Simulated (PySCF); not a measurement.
Symmetry of computed structures. Method used: PBE0/pcSseg-1 in PySCF (dipole) on a GFN2-xTB geometry, gas phase. The symmetry is that of the one conformer found, every atom within 0.08 Å of its image; none is proved a minimum here.

Task: Point group, rotor type and polarity of `FC1=CSC=C1`?

Result: Cs; asymmetric top; symmetry number 1; 2 operations, which sort the 9 atoms into 9 sets; dipole 1.25 D, in the ab plane, which is the mirror; A, B, C = 7289, 2484, 1852 MHz.

Task: `[CH:1]1=[CH:2][C@H:3]2[CH2:4][CH2:5][C@@H:6]1[CH2:7]2`: symmetry, top, dipole?

Result: Cs; asymmetric top; symmetry number 1; 2 operations, which sort the 17 atoms into 10 sets; dipole 0.31 D, in the ac plane, which is the mirror; A, B, C = 3996, 3498, 3081 MHz; heavy atoms equivalent by symmetry: C1/C2, C3/C6, C4/C5.

Task: Point group, rotor type and polarity of `[CH3:1][P:2]1[CH2:3][CH2:4][P:5]([PH2:6])[CH2:7][CH2:8]1` with C4–P5–P6–H 174° and 82°, C1–P2–C3–C4 -167°, P2–C3–C4–P5 67°, C3–C4–P5–P6 52°, C4–P5–C7–C8 49°, H–C1–P2–C3 48° (nearest H)?

Result: Cs; near-prolate asymmetric top; symmetry number 1; 2 operations, which sort the 21 atoms into 13 sets; dipole 0.90 D, in the ab plane, which is the mirror; A, B, C = 1918, 806.0, 796.9 MHz.
